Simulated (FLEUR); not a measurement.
Here is a FLEUR MaX-R8.1 (later development tree) calculation.

inp.xml

```xml
<?xml version="1.0" encoding="UTF-8" standalone="no"?>
<fleurInput fleurInputVersion="0.39">
   <comment>
      In                                                                                                  
   </comment>
   <calculationSetup>
      <cutoffs Kmax="3.8" Gmax="11.8" GmaxXC="11.8" numbands="0"/>
      <scfLoop itmax="60" minDistance="0.00001" maxIterBroyd="15" imix="Anderson" alpha="0.05" precondParam="0.0" spinf="2.0" sdNocoIR="T"/>
      <coreElectrons ctail="T" frcor="F" kcrel="0" coretail_lmax="0"/>
      <xcFunctional name="pbe" relativisticCorrections="F"/>
      <magnetism jspins="1"/>
      <soc l_soc="F" theta="0.0" phi="0.0" spav="F"/>
      <expertModes spex="0" secvar="F"/>
      <geometryOptimization l_f="T" forcealpha="1.0" forcemix="BFGS" epsdisp="0.0005" epsforce="0.0002"/>
      <ldaU l_linMix="F" mixParam="0.05" spinf="1.0"/>
   </calculationSetup>
   <cell>
      <bzIntegration valenceElectrons="21.0" mode="hist" fermiSmearingEnergy="0.00183747">
         <kPointListSelection listName="default-1"/>
         <!-- k-points included here -->
         <xi:include xmlns:xi="http://www.w3.org/2001/XInclude" href="kpts.xml"> </xi:include>
      </bzIntegration>
      <!-- symmetry operations included here -->
      <xi:include xmlns:xi="http://www.w3.org/2001/XInclude" href="sym.xml"> </xi:include>
      <bulkLattice scale="1.0">
         <bravaisMatrix>
            <row-1>   -3.1047992357304293     2.9796747998422894     4.5959821206522893</row-1>
            <row-2>    3.1331999296570427    -3.0836494209439058     4.6829643244415022</row-2>
            <row-3>    3.1218067708518289     3.1006550663391814    -4.6643032789610777</row-3>
         </bravaisMatrix>
      </bulkLattice>
   </cell>
   <atomSpecies>
      <species name="Indium (In)" element="In" atomicNumber="49">
         <mtSphere radius="2.66" gridPoints="879" logIncrement="0.015"/>
         <atomicCutoffs lmax="11" lnonsphr="8"/>
         <electronConfig flipSpins="F">
            <coreConfig>(1s1/2) (2s1/2) (2p1/2) (2p3/2) (3s1/2) (3p1/2) (3p3/2) (3d3/2) (3d5/2)</coreConfig>
            <valenceConfig>(4s1/2) (4p1/2) (4p3/2) (5s1/2) (4d3/2) (4d5/2) (5p1/2) (5p3/2)</valenceConfig>
            <stateOccupation state="(5p1/2)" spinUp="0.166667" spinDown="0.166667"/>
            <stateOccupation state="(5p3/2)" spinUp="0.333333" spinDown="0.333333"/>
         </electronConfig>
         <energyParameters s="5" p="5" d="4" f="4"/>
         <lo type="SCLO" l="0" n="4" eDeriv="0"/>
         <lo type="SCLO" l="1" n="4" eDeriv="0"/>
         <lo type="SCLO" l="1" n="4" eDeriv="1"/>
         <lo type="SCLO" l="2" n="4" eDeriv="2"/>
         <lo type="SCLO" l="3" n="4" eDeriv="2"/>
      </species>
   </atomSpecies>
   <atomGroups>
      <atomGroup species="Indium (In)">
         <relPos label="                   1">.0000000000 .0000000000 .0000000000</relPos>
         <force calculate="T" relaxXYZ="TTT"/>
      </atomGroup>
   </atomGroups>
   <output dos="F" band="F" slice="F">
      <checks vchk="F" cdinf="F"/>
      <bandDOS minEnergy="-.5*Htr" maxEnergy="0.5*Htr" sigma="0.015" storeEVData="T"/>
      <vacuumDOS vacdos="F" integ="F" star="F" nstars="0" locx1="0.0" locy1="0.0" locx2="0.0" locy2="0.0" nstm="0" tworkf="0.0"/>
      <unfoldingBand unfoldBand="F" supercellX="1" supercellY="1" supercellZ="1"/>
      <plotting iplot="0" polar="F">
         <plot TwoD="T" vec1="  1.0  0.0  0.0" vec2="  0.0  1.0  0.0" vec3="  0.0  0.0  1.0" zero="  0.0  0.0  0.0" file="plot"/>
      </plotting>
      <chargeDensitySlicing numkpt="0" minEigenval="0.0" maxEigenval="0.0" nnne="0" pallst="F"/>
      <specialOutput eonly="F"/>
      <moessbauerParams electricFieldGradient="T" isomerShift="T" coreHyperfine="T" valenceHyperfine="T"/>
      <magneticCircularDichroism mcd="F" energyLo="-10.0" energyUp="0.0"/>
   </output>
  <!-- We include the file relax.xml here to enable relaxations (see documentation) -->
  <xi:include xmlns:xi="http://www.w3.org/2001/XInclude" href="relax.xml"> <xi:fallback/> </xi:include>
</fleurInput>
```

Contents of crystal.txt:

```
In
&input cartesian=F /
-1.6429890000  1.5767760000  2.4320890000
1.6580180000  -1.6317970000  2.4781180000
1.6519890000  1.6407960000  -2.4682430000
1.8897261246
1.0 1.0 1.0

1
49 -0.0085280000  0.0031470000  -0.0000280000

&kpt div1=11 div2=11 div3=11 gamma=T /
```

Potentials or basis: all-electron, FLAPW.

Launch:

```bash
$ inpgen -f crystal.txt -profile fastHighL
$ # inp.xml edited to the form shown
$ fleur_MPI
```

Problem. Predict the band gap on the k mesh.

Solution. None (metal or under the smearing width).

Core levels (eV from the Fermi level):
```tsv
atom	levels
1 In	1s1/2 -27733.1, 2s1/2 -4147.9, 2p1/2 -3867.8, 2p3/2 -3656.9, 3s1/2 -783.8, 3p1/2 -670.8, 3p3/2 -632.7, 3d3/2 -432.9, 3d5/2 -425.1
```
